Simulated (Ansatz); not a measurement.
Relaxing an invented Au structure

Level of theory: Ansatz 0.2.0, DFT PBE, scalar-relativistic, plane waves, PAW. Cutoff 420 eV, Gaussian smearing, Γ-centred meshes. Cell and atoms relax first on a coarse mesh and then on a finer one. In between, the cell is made exact in the group found at 0.06 Å. In metals the finer mesh still leaves noise of several meV/atom or more. The steps can't lower the symmetry of their start. No spin polarisation.

The cell of Au is invented: random cell by space group and Wyckoff sites (Fd-3m, No. 227). The dimensions are guesses.

```yaml
crystal:
  lattice:
    - [0.00000, 3.30215, 3.30215]
    - [3.30215, 0.00000, 3.30215]
    - [3.30215, 3.30215, 0.00000]
  atoms:
    - { symbol: Au, position: [0.12500, 0.12500, 0.12500] }
    - { symbol: Au, position: [0.12500, 0.12500, 0.62500] }
    - { symbol: Au, position: [0.12500, 0.62500, 0.12500] }
    - { symbol: Au, position: [0.62500, 0.12500, 0.12500] }
```

Energies count from the standard state of Au at the same level.

Problem. Describe the relaxed structure.

Solution. The symmetry stays Fd-3m (No. 227). The volume per atom grows by 62.8 %, from 18.0 to 29.3 Å³. The shortest distance goes from 2.33 Å (Au–Au) to 2.75 Å (Au–Au). The energy falls by about 2.6 eV/atom (the start's value is from the coarse mesh). Conventional cell: a = 7.769 Å. Around Au lie 6 Au at 2.75 Å.

Space group Fd-3m:1 (No. 227). a = 7.769 Å, b = 7.769 Å, c = 7.769 Å, α = 90.00°, β = 90.00°, γ = 90.00°
```json
{"atom": "Au", "site": "16d", "symmetry": ".-3m", "x": "0.1250", "y": "0.6250", "z": "0.1250"}
```

Problem. Give its energy and gap.

Solution. The energy over the standard state is +0.27 eV/atom and the gap on the 10×10×10 mesh of the 4-atom cell is 0 eV (a metal).

It lies above the standard state, so it could only be metastable.

The last run used Gaussian smearing of 0.10 eV. These runs have no spin–orbit coupling, which can matter for Au. Symmetry constrained the relaxation, so the result can be a saddle point. In all, the 3 runs took 2.1 min on 1 thread of Arm Neoverse N1 (shared host).
